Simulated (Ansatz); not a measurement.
Relaxing S in the sc type

First guess:

```xyz
1
Lattice="2.2323 0.0000 0.0000 0.0000 2.2323 0.0000 0.0000 0.0000 2.2323" Properties=species:S:1:pos:R:3 pbc="T T T"
S     0.0000    0.0000    0.0000
```

Level of theory: DFT, PBE, PAW with Ansatz's default frozen-core files, scalar-relativistic in Ansatz 0.2.0.

Cell and atoms relax within the symmetry of the start on a 16×16×16 k mesh with 0.08 eV Fermi–Dirac smearing.

The start is built from a prototype, known or not as a phase of this compound; the cutoff is 420 eV.

What is the pressure of the first guess?

73.5 GPa.

What does it relax to?

a = 2.580 Å, b = 2.580 Å, c = 2.580 Å, α = 90.00°, β = 90.00°, γ = 90.00° (conventional cell), 17.18 Å³ per atom:
Space group Pm-3m (No. 221). a = 2.580 Å, b = 2.580 Å, c = 2.580 Å, α = 90.00°, β = 90.00°, γ = 90.00°
```csv
atom,site,symmetry,x,y,z
S,1a,m-3m,0.0000,0.0000,0.0000
```

How much energy does the relaxation release?

1087 meV/atom.
